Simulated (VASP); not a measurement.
Write the native input for VASP 6.6.1 that does the following.

- Task: dielectric tensor
- Functional: PBE
- Potentials or basis: VASP PAW PBE potentials, release 64 (Cu, I)
- Cutoff: 520 eV
- k mesh: 12 × 12 × 12
- Occupations: gaussian, width 0.03 eV
- Spin: no spin polarisation
- Monkhorst-Pack mesh: yes
- Further INCAR settings: ALGO = Fast; EDIFF = 1e-08

The structure of CuI (Marshite) lies in POSCAR:

```
CuI                                     
1.0
    0.0000000000      2.9729987622      2.9729987622
    2.9729987622      0.0000000000      2.9729987622
    2.9729987622      2.9729987622      0.0000000000
  Cu              I             
     1     1
Direct
     0.2500000000000000    0.2500000000000000    0.2500000000000000
     0.0000000000000000    0.0000000000000000    0.0000000000000000
```

The input as run:

INCAR

```
PREC = Accurate ; ENCUT = 520
EDIFF = 1E-8 ; ISMEAR = 0
SIGMA = 0.03 ; LREAL = False
LASPH = True ; NELM = 80
ALGO = Fast ; ISIF = 2
LWAVE = False ; LCHARG = False
GGA = PE ; LEPSILON = True
```

KPOINTS

```
regular mesh
0
Monkhorst-Pack
  12 12 12
```

Potentials or basis: VASP PAW PBE potentials, release 64 (Cu, I).

Launch:

```sh
$ cat potpaw_PBE.64/Cu/POTCAR potpaw_PBE.64/I/POTCAR > POTCAR
$ mpirun -np 1 vasp_std > vasp.out
```

It gave:

```
Electronic dielectric tensor (diagonal) : 6.44
Born charges (mean of the diagonal)     : Cu +1.01; I -1.01 e
```

Wall time 27 min on 1 thread of Intel(R) Xeon(R) Platinum 8488C (Sapphire Rapids), with other jobs on the host, peak memory 1.4 GiB.
